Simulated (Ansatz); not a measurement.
A run of Ansatz 0.2.0 is set up as follows.

The input input.yaml:

```yaml
crystal:
  lattice:
    - [0.0, 2.694, 2.694]
    - [2.694, 0.0, 2.694]
    - [2.694, 2.694, 0.0]
  atoms:
    - { symbol: Cd, position: [0.0, 0.0, 0.0] }
    - { symbol: F, position: [0.75, 0.75, 0.75] }
    - { symbol: F, position: [0.25, 0.25, 0.25] }
hamiltonian:
  xc: rpbe
  pseudopotentials: { kind: paw }
  dispersion: d3bj
kpoints:
  mp_grid: { grid: [9, 9, 9] }
scf:
  occupations: { method: gaussian, width: 0.05 }
output:
  forces: true
  stress: true
  eigenvalues: true
```

Potentials or basis: Ansatz PAW.

Command:

```bash
$ ansatz run input.yaml --threads 2 --pin off --max-ram 5632MiB --backend cpu --events-out ev --progress --plain --runs-dir out
```

Problem. Predict the band gap on the k mesh.

Solution. 3.33 eV, indirect (least direct gap 3.81 eV).

Problem. Estimate the pressure.

Solution. 0.6 GPa.

Caveat: odd divisions of the mesh miss points on the zone boundary, where band edges often lie, so the gap on the mesh can be too wide; the pressure holds a Pulay correction of +0.6 GPa for the finite cutoff; the PAW data sets come from PBE, with cores solved anew for the run's functional, which leaves a small shift of forces and pressure. As with any semilocal functional, this RPBE gap is likely too small.
